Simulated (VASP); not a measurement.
Here is a VASP 6.6.1 calculation.

File INCAR:

```
SYSTEM = GaP
PREC = Accurate
ENCUT = 520
EDIFF = 1E-7
ISMEAR = -1
SIGMA = 0.05
LREAL = .FALSE.
LASPH = .TRUE.
NELM = 100
ALGO = Normal
ISIF = 2
LWAVE = .FALSE.
LCHARG = .FALSE.
GGA = CA
```

File KPOINTS:

```
regular mesh
0
G
  8 8 8
  0 0 0
```

The input POSCAR:

```
GaP
1.0
    0.0000000000      2.7252500000      2.7252500000
    2.7252500000      0.0000000000      2.7252500000
    2.7252500000      2.7252500000      0.0000000000
Ga P
1 1
Direct
    0.0000000000      0.0000000000      0.0000000000
    0.7500000000      0.7500000000      0.7500000000
```

Contents of KPOINTS_OPT:

```
path GXWKGLUWLK,UX
15
line-mode
reciprocal
 0.0000000000  0.0000000000  0.0000000000  G
 0.5000000000  0.0000000000  0.5000000000  X

 0.5000000000  0.0000000000  0.5000000000  X
 0.5000000000  0.2500000000  0.7500000000  W

 0.5000000000  0.2500000000  0.7500000000  W
 0.3750000000  0.3750000000  0.7500000000  K

 0.3750000000  0.3750000000  0.7500000000  K
 0.0000000000  0.0000000000  0.0000000000  G

 0.0000000000  0.0000000000  0.0000000000  G
 0.5000000000  0.5000000000  0.5000000000  L

 0.5000000000  0.5000000000  0.5000000000  L
 0.6250000000  0.2500000000  0.6250000000  U

 0.6250000000  0.2500000000  0.6250000000  U
 0.5000000000  0.2500000000  0.7500000000  W

 0.5000000000  0.2500000000  0.7500000000  W
 0.5000000000  0.5000000000  0.5000000000  L

 0.5000000000  0.5000000000  0.5000000000  L
 0.3750000000  0.3750000000  0.7500000000  K

 0.6250000000  0.2500000000  0.6250000000  U
 0.5000000000  0.0000000000  0.5000000000  X
```

Potentials or basis: VASP PAW LDA potentials, release 64 (Ga_d, P).

The run is started by

```sh
$ cat potpaw_LDA.64/Ga_d/POTCAR potpaw_LDA.64/P/POTCAR > POTCAR
$ mpirun -np 1 vasp_std > vasp.out
```

(1) Predict the pressure.

(2) Predict the band gap along the path.

(3) What does it give for the band gap on the k mesh?

Results:

(1) -2.6 GPa.

(2) 1.44 eV, indirect (least direct gap 1.64 eV).

(3) 1.49 eV, indirect (least direct gap 1.64 eV).

**The experiment to reproduce.**

From “Stacking defects in GaP nanowires: Electronic structure and optical properties”, 2018, arxiv:1810.01194, for a bulk crystal of GaP at 10 K: band gap 2.34 eV (indirect).

Against the measured gap of GaP, 2.34 eV (indirect; 10 K; quoted in “Stacking defects in GaP nanowires: Electronic structure and optical properties”, 2018, arxiv:1810.01194), the calculated 1.44 eV is off by -0.90 eV. Spin-orbit coupling on Ga is left out. The value is that of LDA, without temperature or zero-point motion. Semilocal functionals fall short of measured gaps as a rule.
